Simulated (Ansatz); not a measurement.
Ga under strains and displacements

Level of theory: DFT PBE, scalar-relativistic, plane waves, PAW (Ansatz 0.2.0).

Plane waves to 420 eV, a k mesh through Γ of 16×16×14 on the computed 2-atom cell and Gaussian smearing (0.10 eV); no spin polarisation.

Reference cell:

```
CELL_PARAMETERS angstrom
1.45000 -4.06500 0.00000
1.45000 4.06500 0.00000
0.00000 0.00000 3.17000
ATOMIC_POSITIONS crystal
Ga 0.86700 0.13300 0.25000
Ga 0.13300 0.86700 0.75000
```

Each variant moves atoms of this cell by the vectors given, if any (Å), and then applies a symmetric strain (tensor components, Cartesian axes). The reference cell isn't relaxed at this level. Energies are per atom at zero smearing, counted from the lowest variant. Pressure is positive in compression.

1. strain (xx yy zz yz xz xy, %) 6.96 4.68 3.23 0.00 0.00 0.00; moves: Ga1 (0.000, -0.060, 0.000); Ga2 (0.000, 0.060, 0.000)
2. strain (xx yy zz yz xz xy, %) -2.88 -0.81 1.06 0.00 0.00 0.00; moves: Ga1 (0.000, -0.060, 0.000); Ga2 (0.000, 0.060, 0.000)
3. strain (xx yy zz yz xz xy, %) 3.59 2.21 5.90 0.00 0.00 0.00; moves: Ga1 (0.000, -0.250, 0.000); Ga2 (0.000, 0.250, 0.000)
4. strain (xx yy zz yz xz xy, %) 9.41 3.47 -2.56 0.00 0.00 0.00; moves: Ga1 (0.000, -0.250, 0.000); Ga2 (0.000, 0.250, 0.000)

```csv
result,ΔE (meV/atom),P (GPa),largest force (eV/Å)
A,30.1,-3.31,0.58
B,276.4,3.78,2.34
C,436.1,7.49,3.41
D,0.0,3.69,0.74
```

Task: Which variant gave which result?

Result: A is 1, B is 3, C is 4, D is 2.

This form isn't the element's structure at ambient conditions.